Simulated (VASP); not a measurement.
Input of a VASP 6.6.1 run:

Contents of INCAR:

```
ALGO     = Normal         # electronic algorithm
EDIFF    = 1E-7           # SCF threshold, eV
ENCUT    = 520            # plane-wave cutoff, eV
ISIF     = 2              # what is computed and relaxed
ISMEAR   = 0              # smearing method
LASPH    = T              # aspherical terms in the spheres
LCHARG   = F              # write CHGCAR
LREAL    = F              # projectors in reciprocal space
LWAVE    = F              # write WAVECAR
NBANDS   = 18             # bands
NELM     = 100            # most SCF steps
PREC     = Accurate       # precision mode
SIGMA    = 0.01           # smearing width, eV
```

KPOINTS

```
k-points
0
Gamma
  5 5 3
```

Contents of POSCAR:

```
LiF
1.0
    3.0609398200      0.0000000000      0.0000000000
   -1.5304699100      2.6508516400      0.0000000000
    0.0000000000      0.0000000000      4.8073245700
Li F
2 2
Direct
    0.3333333293      0.6666666717      0.3811542602
    0.6666666674      0.3333333283      0.8811542592
    0.3333333293      0.6666666717      0.9938437400
    0.6666666674      0.3333333283      0.4938437410
```

Potentials or basis: VASP PAW LDA potentials, release 64 (Li_sv, F).

The run is started by

```console
$ cat potpaw_LDA.64/Li_sv/POTCAR potpaw_LDA.64/F/POTCAR > POTCAR
$ mpirun -np 1 vasp_std > vasp.out
```

Task: Predict the band gap on the k mesh.

Result: 7.59 eV, direct.

Task: What does it give for the largest force?

Result: 0.008 eV/Å.

Forces on the atoms (eV/Å):
```
Li   0.000  0.000 -0.008
Li   0.000  0.000 -0.008
F    0.000  0.000  0.008
F    0.000  0.000  0.008
```

Caveat: the k mesh is coarse (spacing up to 0.47 Å⁻¹), so the values aren't converged. As with any semilocal functional, this LDA gap is likely too small.
